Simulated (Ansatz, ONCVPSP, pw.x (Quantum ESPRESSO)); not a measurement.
## What a changed setting does to a pw.x run (fcc Co)

Potential: optimised norm-conserving Vanderbilt (ONCV), ONCVPSP 4.0.1.1 (patched build), PBE; core [Ne], reference 3s2 3p6 3d7 4s2; waves: 3s+4s: rc 1.30 bohr, ncon 3, nbas 6, qcut 9.7 1/bohr, 3 projectors, debl 1.5 Ha; 3p: rc 1.05 bohr, ncon 4, nbas 8, qcut 10.4 1/bohr, 2 projectors, debl 2.9 Ha; 3d: rc 1.70 bohr, ncon 3, nbas 7, qcut 9.4 1/bohr, 1 projector; f scattering state at 0.09 Ha: rc 1.05 bohr, ncon 4, nbas 9, qcut 12.1 1/bohr, local; local part: the f channel; core correction: Teter function, fcfact 5.5, rcfact 1.6.

The reference run (k-mesh 16³, cutoffs 100/400 Ry, Fermi–Dirac 0.01 Ry, mixing_beta 0.4, conv_thr 1e-9, no spin) gives 1.41 GPa at 10.382 Å³/atom, where all-electron LAPW gives -0.50 GPa. This run, with its own iteration cap, changes degauss to 0.002.

```
&control
  calculation='scf', prefix='x', pseudo_dir='./', outdir='./tmp', tstress=.true., disk_io='none'
/
&system
  ibrav=0, nat=1, ntyp=1, ecutwfc=100, ecutrho=400, nbnd=17,
  occupations='smearing', smearing='fd', degauss=0.002
/
&electrons
  conv_thr=1e-09, mixing_beta=0.4, electron_maxstep=60
/
ATOMIC_SPECIES
Co 1.0 Co.UPF
CELL_PARAMETERS angstrom
  0.00000000 1.73147813 1.73147813
  1.73147813 0.00000000 1.73147813
  1.73147813 1.73147813 0.00000000
ATOMIC_POSITIONS crystal
Co 0.0000 0.0000 0.0000
K_POINTS automatic
16 16 16 0 0 0
```

```bash
pw.x < Co.scf.in > Co.scf.out
```

**Question.** How does the run end?

**Answer.** It converges in 6 iterations; the free energy moves by +67.5 meV/atom and the pressure by -1.52 GPa. In a metal, with Fermi–Dirac smearing, F lies below its zero-width value by a term in the square of the width.

```
Message from routine setup:
     using ibrav=0 with symmetry is DISCOURAGED, use correct ibrav instead
     lattice parameter (alat)  =       4.6273  a.u.
     unit-cell volume          =      70.0612 (a.u.)^3
     number of electrons       =        17.00
     number of Kohn-Sham states=           17
     kinetic-energy cutoff     =     100.0000  Ry
     charge density cutoff     =     400.0000  Ry
     scf convergence threshold =      1.0E-09
     Exchange-correlation= PBE
     number of k points=   145  Fermi-Dirac smearing, width (Ry)=  0.0020
     iteration #  1     ecut=   100.00 Ry     beta= 0.40
     total energy              =    -296.02247434 Ry
     estimated scf accuracy    <       0.00972045 Ry
     iteration #  2     ecut=   100.00 Ry     beta= 0.40
     total energy              =    -296.02452995 Ry
     estimated scf accuracy    <       0.00140828 Ry
     iteration #  3     ecut=   100.00 Ry     beta= 0.40
     total energy              =    -296.02469140 Ry
     estimated scf accuracy    <       0.00025289 Ry
     iteration #  4     ecut=   100.00 Ry     beta= 0.40
     total energy              =    -296.02469704 Ry
     estimated scf accuracy    <       0.00000155 Ry
     iteration #  5     ecut=   100.00 Ry     beta= 0.40
     total energy              =    -296.02469735 Ry
     estimated scf accuracy    <       0.00000024 Ry
     iteration #  6     ecut=   100.00 Ry     beta= 0.40
     the Fermi energy is    20.2667 ev
!    total energy              =    -296.02469736 Ry
     estimated scf accuracy    <          9.5E-10 Ry
     smearing contrib. (-TS)   =      -0.00045784 Ry
     The total energy is F=E-TS. E is the sum of the following terms:
     one-electron contribution =    -120.36779104 Ry
     hartree contribution      =      72.32055257 Ry
     xc contribution           =     -45.49881333 Ry
     ewald contribution        =    -202.47818771 Ry
     convergence has been achieved in   6 iterations
          total   stress  (Ry/bohr**3)                   (kbar)     P=       -1.10
     Message from routine punch:
     Nothing written, as per user request (disk_io='none')
```

The run took about 47 s on one core of a shared host (Neoverse-N1, 64 threads, 124 GiB, load 56).
